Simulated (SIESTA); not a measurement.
Runs of SIESTA 5.4.2 on HfN. Symmetry: Fm-3m, No. 225, cubic system. Conventional cell: a = 4.512 Å, b = 4.512 Å, c = 4.512 Å, α = 90.00°, β = 90.00°, γ = 90.00°. Around Hf (site symmetry m-3m) lie 6 N at 2.26 Å. Around N (site symmetry m-3m) lie 6 Hf at 2.26 Å. 

```tsv
task	level	potentials or basis	U	k mesh	hubbard projector method	U from the first cycle	broadening (eV)	window from (eV)	window to (eV)	gap on the mesh (eV)	pressure (GPa)
density of states	PBEsol+U	PseudoDojo 0.4 standard (PBEsol files), DZP (energy shift 0.003 Ry; two zetas on semicore shells)	Hf d U = 4 eV	8 × 8 × 8	1	yes	0.05 eV	-15 eV	5 eV	none	9.6
band structure	LDA	PseudoDojo 0.4 standard (LDA files), DZP (energy shift 0.003 Ry; two zetas on semicore shells)	-	10 × 10 × 10	-	-	-	-	-	none	(b)
band structure	BLYP	PseudoDojo 0.4 standard (PBE files), DZP (energy shift 0.003 Ry; two zetas on semicore shells)	-	10 × 10 × 10	-	-	-	-	-	none	18.6
density of states	PBEsol	PseudoDojo 0.4 standard (PBEsol files), DZP (energy shift 0.003 Ry; two zetas on semicore shells)	-	8 × 8 × 8	1	yes	0.05 eV	-15 eV	5 eV	none	1.6
density of states	PBEsol+U	PseudoDojo 0.4 standard (PBEsol files), DZP (energy shift 0.003 Ry; two zetas on semicore shells)	Hf d U = 2 eV	8 × 8 × 8	1	yes	0.05 eV	-15 eV	5 eV	none	5.5
band structure	AM05	PseudoDojo 0.4 standard (PBEsol files), DZP (energy shift 0.003 Ry; two zetas on semicore shells)	-	10 × 10 × 10	-	-	-	-	-	none	(a)
band structure	vdW-DF-cx	PseudoDojo 0.4 standard (PBE files), DZP (energy shift 0.003 Ry; two zetas on semicore shells)	-	10 × 10 × 10	-	-	-	-	-	none	3.9
```

Alike in all rows: no spin polarisation; cell as given; smearing fermi-dirac 0.05 eV; grid cutoff 800 Ry; energy shift 0.003 Ry.

**Question.** Estimate the missing entries.

**Answer.** (a) 0.7; (b) -6.6.

Caveats: short orbitals over semicore shells can move pressures by several GPa; the basis of atomic orbitals isn't converged, which shifts pressures, moduli and gaps; spin-orbit coupling is left out, which moves the levels of the heavy elements (some runs); the potentials were made for another functional, which shifts forces and pressure (some runs); U without spin polarisation on a metal has little footing (some runs).

A k mesh can miss the band edges, and the runs leave out spin-orbit coupling on Hf.

A gap of «none» marks a metal or a gap under the smearing width.

Runs at the PBE level aren't shown here.
